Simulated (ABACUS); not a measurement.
# GaSb (F-43m) in ABACUS: further runs

The runs below take GaSb through single point, relaxation of cell and atoms, with PBE, revTPSS.

Everything below comes from runs of ABACUS 3.10.1. Logs are shortened: lines on timing, memory, paths and dates and some standing lists are left out, and cuts for length are marked.

## Step 1: The structure

Symmetry: F-43m, No. 216, cubic system. The conventional cell has a = 6.118 Å, b = 6.118 Å, c = 6.118 Å, α = 90.00°, β = 90.00°, γ = 90.00°. Sb (site symmetry -43m) has 4 Ga at 2.65 Å as nearest neighbours. Around Ga (site symmetry -43m) lie 4 Sb at 2.65 Å.

## Step 2: Single point, PBE

File run_abacus.py:

```python
"""ABACUS run from a structure file: ASE reads it, the script writes STRU, KPT and INPUT."""
import re
import subprocess
from ase.io import read
from ase.units import Bohr

atoms = read("POSCAR")
atoms = atoms[(-atoms.numbers).argsort(kind="stable")]  # ABACUS lists atoms element by element
pseudo = {'Sb': 'Sb.upf', 'Ga': 'Ga.upf'}
orbital = {'Sb': 'Sb_confined-atom_8au_3s3p2d.orb', 'Ga': 'Ga_confined-atom_8au_3s3p2d.orb'}
magmoms = None
kmesh = [7, 7, 7]
params = {
    'suffix': 'GaSb',
    'calculation': 'scf',
    'basis_type': 'lcao',
    'pseudo_dir': './',
    'orbital_dir': './',
    'symmetry': 1,
    'dft_functional': 'pbe',
    'ecutwfc': 114,
    'pseudo_rcut': 10,
    'nspin': 1,
    'nbands': 33,
    'ks_solver': 'scalapack_gvx',
    'smearing_method': 'fd',
    'smearing_sigma': 0.00367493,
    'scf_thr': 1e-07,
    'scf_nmax': 100,
    'mixing_type': 'broyden',
    'mixing_beta': 0.7,
    'cal_force': 1,
    'cal_stress': 1,
    'out_mul': 1,
    'out_chg': 1,
}

symbols = atoms.get_chemical_symbols()
elements = list(dict.fromkeys(symbols))
lines = ["ATOMIC_SPECIES"] + [f"{e} {atoms.get_masses()[symbols.index(e)]:.4f} {pseudo[e]}" for e in elements]
if orbital:
    lines += ["", "NUMERICAL_ORBITAL"] + [orbital[e] for e in elements]
lines += ["", "LATTICE_CONSTANT", f"{1 / Bohr:.10f}", "", "LATTICE_VECTORS"]
lines += [" ".join(f"{x:.10f}" for x in v) for v in atoms.cell]
lines += ["", "ATOMIC_POSITIONS", "Direct"]
for e in elements:
    lines += ["", e, "0.0", str(symbols.count(e))]
    for i, p in enumerate(atoms.get_scaled_positions(wrap=False)):
        if symbols[i] == e:
            mag = "" if magmoms is None else " mag " + " ".join(str(x) for x in (magmoms[i] if isinstance(magmoms[i], list) else [magmoms[i]]))
            lines.append(" ".join(f"{x:.10f}" for x in p) + " 1 1 1" + mag)
open("STRU", "w").write("\n".join(lines) + "\n")
open("KPT", "w").write("K_POINTS\n0\nGamma\n%d %d %d 0 0 0\n" % tuple(kmesh))
open("INPUT", "w").write("INPUT_PARAMETERS\n" + "".join(f"{k:<20s}{v}\n" for k, v in params.items()))

done = subprocess.run(['mpirun', '-np', '4', 'abacus'])
if done.returncode:
    raise SystemExit(done.returncode)
log = open("OUT.GaSb/running_scf.log").read()
print("final energy (eV):", re.findall(r"FINAL_ETOT_IS (\S+)", log))
```

File POSCAR:

```
GaSb
1.0
    0.0000000000      3.0590000000      3.0590000000
    3.0590000000      0.0000000000      3.0590000000
    3.0590000000      3.0590000000      0.0000000000
Sb Ga
1 1
Direct
    0.7500000000      0.7500000000      0.7500000000
    0.0000000000      0.0000000000      0.0000000000
```

Potentials or basis: PseudoDojo NC SR 0.5 PBE stringent, DZP LCAO (the cutoffs set its grid).

The run is started by

```sh
OMP_NUM_THREADS=1 python run_abacus.py > log
```

running log:

```text
ABACUS v3.10.1

               Atomic-orbital Based Ab-initio Computation at UStc

 ------------------------------------------------------------------------------------

 READING GENERAL INFORMATION
                           global_out_dir = OUT.GaSb/
                           global_in_card = INPUT
                               pseudo_dir = ./
[... 8 lines left out ...]

 READING ATOM TYPE 1
                               atom label = Sb
                      L=0, number of zeta = 3
                      L=1, number of zeta = 3
                      L=2, number of zeta = 2
             number of atom for this type = 1

 READING ATOM TYPE 2
                               atom label = Ga
                      L=0, number of zeta = 3
                      L=1, number of zeta = 3
                      L=2, number of zeta = 2
             number of atom for this type = 1

                        TOTAL ATOM NUMBER = 2
DIRECT COORDINATES
    atom                   x                   y                   z     mag                  vx                  vy                  vz
taud_Sb1            0.7500000000        0.7500000000        0.7500000000  0.0000        0.0000000000        0.0000000000        0.0000000000
taud_Ga1            0.0000000000        0.0000000000        0.0000000000  0.0000        0.0000000000        0.0000000000        0.0000000000

                          Volume (Bohr^3) = 386.336
                             Volume (A^3) = 57.249

 Lattice vectors: (Cartesian coordinate: in unit of a_0)
                   +0              +3.059              +3.059
               +3.059                  +0              +3.059
               +3.059              +3.059                  +0
 Reciprocal vectors: (Cartesian coordinate: in unit of 2 pi/a_0)
            -0.163452           +0.163452           +0.163452
            +0.163452           -0.163452           +0.163452
            +0.163452           +0.163452           -0.163452
 The esolver type has been set to : ksdft_lcao

                PAO radial cut off (Bohr) = 10

 Read in pseudopotential file is Sb.upf
                     pseudopotential type = NC
          exchange-correlation functional = PBE
                 nonlocal core correction = 1
                        valence electrons = 23
                                     lmax = 2
                           number of zeta = 5
                     number of projectors = 6
                           L of projector = 0
[... 5 lines left out ...]
                PAO radial cut off (Bohr) = 10

 Read in pseudopotential file is Ga.upf
                     pseudopotential type = NC
          exchange-correlation functional = PBE
                 nonlocal core correction = 1
                        valence electrons = 21
                                     lmax = 2
                           number of zeta = 5
[... 180 lines left out ...]
   longest nonlocal projector rcut (Bohr) = 1.54
                     search radius (Bohr) = 19.1
              searching radius is (Bohr)) = 19.1
         searching radius unit is (Bohr)) = 1.89
                         PeriodicBoundary = 1
                        Radius(unit:lat0) = 10.1
                                   glayer = [ 4, 4, 4 ]
                             glayer_minus = [ 3, 3, 3 ]

Find the coordinate range of the input atom(unit:lat0).
                                  min_tau = [ -18.4, -18.4, -18.4 ]
                                  max_tau = [ 22.9, 22.9, 22.9 ]
                                BoxNumber = [ 7, 7, 7 ]

 SETUP EXTENDED REAL SPACE GRID FOR GRID INTEGRATION
                          real space grid = [ 60, 60, 60 ]
                 big cell numbers in grid = [ 20, 20, 20 ]
             meshcell numbers in big cell = [ 3, 3, 3 ]
                        extended fft grid = [ 24, 24, 24 ]
                dimension of extened grid = [ 69, 69, 69 ]
                            UnitCellTotal = 125
              Atom number in sub-FFT-grid = 2
    Local orbitals number in sub-FFT-grid = 44
                                ParaV.nnr = 23958
                                 init_chg = atomic

 LCAO ALGORITHM --------------- ION=   1  ELEC=   1--------------------------------

 Density error is 0.0206934444847
----------------------------------------------------------
     Energy           Rydberg                 eV
----------------------------------------------------------
 E_KohnSham     -1002.5797691478     -13640.7975599342
 E_Harris       -1003.5284998498     -13653.7057033488
 E_Fermi        0.6956446735         9.4647313428
----------------------------------------------------------
[... 80 lines left out ...]
 Density error is 5.58958682404e-08
----------------------------------------------------------
     Energy           Rydberg                 eV
----------------------------------------------------------
 E_KohnSham     -1002.5818013683     -13640.8252097128
 E_KS(sigma->0) -1002.5817790639     -13640.8249062461
 E_Harris       -1002.5817940146     -13640.8251096606
 E_band         -131.1300439431      -1784.1157766168
 E_one_elec     -841.1789283035      -11444.8264624606
 E_Hartree      411.2968119633       5595.9802119354
 E_xc           -121.0232469772      -1646.6057493514
 E_Ewald        -451.6763934421      -6145.3726029027
 E_entropy(-TS) -0.0000446088        -0.0006069336
 E_descf        0.0000000000         0.0000000000
 E_exx          0.0000000000         0.0000000000
 E_Fermi        0.7097377557         9.6564775638
----------------------------------------------------------

 charge density convergence is achieved
 final etot is -13640.82521 eV
 EFERMI = 9.6564775638 eV

 STATE ENERGY(eV) AND OCCUPATIONS    NSPIN == 1
 1/20 kpoint (Cartesian) = 0.0000 0.0000 0.0000 (1956 pws)
       1       -134.513     0.00583090
       2       -134.495     0.00583090
       3       -87.4706     0.00583090
       4       -87.4706     0.00583090
       5       -87.4706     0.00583090
       6       -85.1933     0.00583090
[... 200 lines left out ...]
      32        25.3486        0.00000
      33        26.1559        0.00000

[... levels at 14 further k points ...]

 correction force for each atom along direction 1 is -0.00311877
 correction force for each atom along direction 2 is -0.00522836
 correction force for each atom along direction 3 is -0.00485050
------------------------------------------------------------------------------------------
 TOTAL-FORCE (eV/Angstrom)
------------------------------------------------------------------------------------------
                       Sb1         0.0000000000         0.0000000000         0.0000000000
                       Ga1         0.0000000000         0.0000000000         0.0000000000
------------------------------------------------------------------------------------------

----------------------------------------------------------------
 TOTAL-STRESS (KBAR)
----------------------------------------------------------------
        32.5440741650         0.0000000000        -0.0000000000
         0.0000000000        32.5440741650         0.0000000000
         0.0000000000        -0.0000000000        32.5440741650
----------------------------------------------------------------
 TOTAL-PRESSURE: 32.544074 KBAR

 --------------------------------------------
 !FINAL_ETOT_IS -13640.8252097128424793 eV
 --------------------------------------------
```

INPUT:

```text
INPUT_PARAMETERS
suffix              GaSb
calculation         scf
basis_type          lcao
pseudo_dir          ./
orbital_dir         ./
symmetry            1
dft_functional      pbe
ecutwfc             114
pseudo_rcut         10
nspin               1
nbands              33
ks_solver           scalapack_gvx
smearing_method     fd
smearing_sigma      0.00367493
scf_thr             1e-07
scf_nmax            100
mixing_type         broyden
mixing_beta         0.7
cal_force           1
cal_stress          1
out_mul             1
out_chg             1
```

Run time: 7 s. Hardware: 4 MPI ranks of AMD EPYC 9R14 (Zen 4), shared host; peak memory 0.48 GiB.

Results:

```yaml
Free_energy: -13640.8252 eV
Pressure: 3.3 GPa
Band_gap_on_the_k_mesh: 0.09 eV, direct
Mulliken_charges: Sb +0.13; Ga -0.13 e
```

Caveat: the atomic orbitals were generated for these runs and aren't a published set; Mulliken charges move with the basis; spin-orbit coupling is left out, which moves the levels of the heavy elements; an odd mesh through Γ misses points on the zone boundary, where band edges often lie; the basis of atomic orbitals isn't converged, which shifts pressures, moduli and gaps.

## Step 3: Relaxation of cell and atoms, PBE

File run_abacus.py:

```python
"""Relaxation by an ASE optimiser with ABACUS as a small file-based calculator."""
import re
import subprocess
import numpy as np
from ase.calculators.calculator import Calculator, all_changes
from ase.filters import FrechetCellFilter
from ase.io import read
from ase.optimize import BFGSLineSearch
from ase.stress import full_3x3_to_voigt_6_stress
from ase.units import Bohr, GPa

atoms = read("POSCAR")
atoms = atoms[(-atoms.numbers).argsort(kind="stable")]  # ABACUS lists atoms element by element
pseudo = {'Sb': 'Sb.upf', 'Ga': 'Ga.upf'}
orbital = {'Sb': 'Sb_confined-atom_8au_3s3p2d.orb', 'Ga': 'Ga_confined-atom_8au_3s3p2d.orb'}
magmoms = None
kmesh = [7, 7, 7]
params = {
    'suffix': 'GaSb',
    'calculation': 'scf',
    'basis_type': 'lcao',
    'pseudo_dir': './',
    'orbital_dir': './',
    'symmetry': 1,
    'dft_functional': 'pbe',
    'ecutwfc': 114,
    'pseudo_rcut': 10,
    'nspin': 1,
    'nbands': 27,
    'ks_solver': 'genelpa',
    'smearing_method': 'fd',
    'smearing_sigma': 0.00367493,
    'scf_thr': 1e-07,
    'scf_nmax': 100,
    'mixing_type': 'broyden',
    'mixing_beta': 0.7,
    'cal_force': 1,
    'cal_stress': 1,
    'out_mul': 1,
}

def write_input(atoms):
    symbols = atoms.get_chemical_symbols()
    elements = list(dict.fromkeys(symbols))
    lines = ["ATOMIC_SPECIES"] + [f"{e} {atoms.get_masses()[symbols.index(e)]:.4f} {pseudo[e]}" for e in elements]
    if orbital:
        lines += ["", "NUMERICAL_ORBITAL"] + [orbital[e] for e in elements]
    lines += ["", "LATTICE_CONSTANT", f"{1 / Bohr:.10f}", "", "LATTICE_VECTORS"]
    lines += [" ".join(f"{x:.10f}" for x in v) for v in atoms.cell]
    lines += ["", "ATOMIC_POSITIONS", "Direct"]
    for e in elements:
        lines += ["", e, "0.0", str(symbols.count(e))]
        for i, p in enumerate(atoms.get_scaled_positions(wrap=False)):
            if symbols[i] == e:
                mag = "" if magmoms is None else " mag " + " ".join(str(x) for x in (magmoms[i] if isinstance(magmoms[i], list) else [magmoms[i]]))
                lines.append(" ".join(f"{x:.10f}" for x in p) + " 1 1 1" + mag)
    open("STRU", "w").write("\n".join(lines) + "\n")
    open("KPT", "w").write("K_POINTS\n0\nGamma\n%d %d %d 0 0 0\n" % tuple(kmesh))
    open("INPUT", "w").write("INPUT_PARAMETERS\n" + "".join(f"{k:<20s}{v}\n" for k, v in params.items()))

class Abacus(Calculator):
    implemented_properties = ["energy", "free_energy", "forces", "stress"]

    def calculate(self, atoms=None, properties=("energy",), system_changes=all_changes):
        super().calculate(atoms, properties, system_changes)
        write_input(self.atoms)
        subprocess.run(['mpirun', '-np', '4', 'abacus'], check=True)
        log = open("OUT.GaSb/running_scf.log").read()
        if "charge density convergence is achieved" not in log:
            raise RuntimeError("SCF not converged")
        rows = lambda title, n: np.array([l.split()[-3:] for l in log.split(title)[-1].split("\n")[2:2 + n]], float)
        energy = float(re.findall(r"FINAL_ETOT_IS (\S+)", log)[-1])
        stress = -rows("TOTAL-STRESS", 3) / 10 * GPa  # ABACUS prints kbar, compression positive
        self.results = dict(energy=energy, free_energy=energy, forces=rows("TOTAL-FORCE", len(self.atoms)), stress=full_3x3_to_voigt_6_stress(stress))

atoms.calc = Abacus()
opt = BFGSLineSearch(FrechetCellFilter(atoms), logfile="opt.log", trajectory="relax.traj")
print("optimiser converged:", opt.run(fmax=0.03, steps=60))
```

POSCAR is that of step 2.

Potentials or basis: PseudoDojo NC SR 0.5 PBE stringent, DZP LCAO (the cutoffs set its grid).

The run is started by

```sh
OMP_NUM_THREADS=1 python run_abacus.py > log
```

Run time: 23 s. Hardware: 4 MPI ranks of AMD EPYC 9R14 (Zen 4), shared host; peak memory 0.48 GiB.

The run converged. Its results:

```yaml
Free_energy: -13640.8611 eV
Relaxed_volume: 30.56 Å³/atom
Relaxed_cell: a = 4.422 Å, b = 4.422 Å, c = 4.422 Å, α = 60.00°, β = 60.00°, γ = 60.00°
Space_group_after_relaxing_to_0.05_Å: F-43m (No. 216)
Energy_gained_by_relaxing: 18.0 meV/atom
Ionic_steps: 3
Pressure_after_relaxing: -0.1 GPa
Band_gap_on_the_k_mesh: none (metal or under the smearing width)
Mulliken_charges: Sb +0.11; Ga -0.11 e
```

The path:
```csv
step,energy change (eV),largest force (eV/Å),pressure (GPa),volume (Å³)
1,0.0000,0.0000,3.25,57.25
2,-0.0317,0.0000,-0.99,62.47
3,-0.0359,0.0000,-0.08,61.12
```

Final structure:
```cif
data_structure
_symmetry_space_group_name_H-M 'P 1'
_symmetry_Int_Tables_number 1
_cell_length_a 4.4216
_cell_length_b 4.4216
_cell_length_c 4.4216
_cell_angle_alpha 60.000
_cell_angle_beta 60.000
_cell_angle_gamma 60.000
_cell_volume 61.12
loop_
_atom_site_label
_atom_site_type_symbol
_atom_site_fract_x
_atom_site_fract_y
_atom_site_fract_z
_atom_site_occupancy
Sb1 Sb 0.75000 0.75000 0.75000 1
Ga1 Ga 0.00000 0.00000 0.00000 1
```

Levels at points of the mesh, in eV from the Fermi level:
| k point | band 20 | band 21 | band 22 | band 23 | band 24 | band 25 |
| --- | --- | --- | --- | --- | --- | --- |
| (0.00, 0.00, 0.00) | -0.41 | -0.04 | -0.04 | -0.04 | 2.81 | 2.81 |

Caveat: the atomic orbitals were generated for these runs and aren't a published set; Mulliken charges move with the basis; the basis of atomic orbitals isn't converged, which shifts pressures, moduli and gaps. Spin-orbit coupling is left out, which matters for the levels of Sb.

(Part 1 of 2 ends here.)
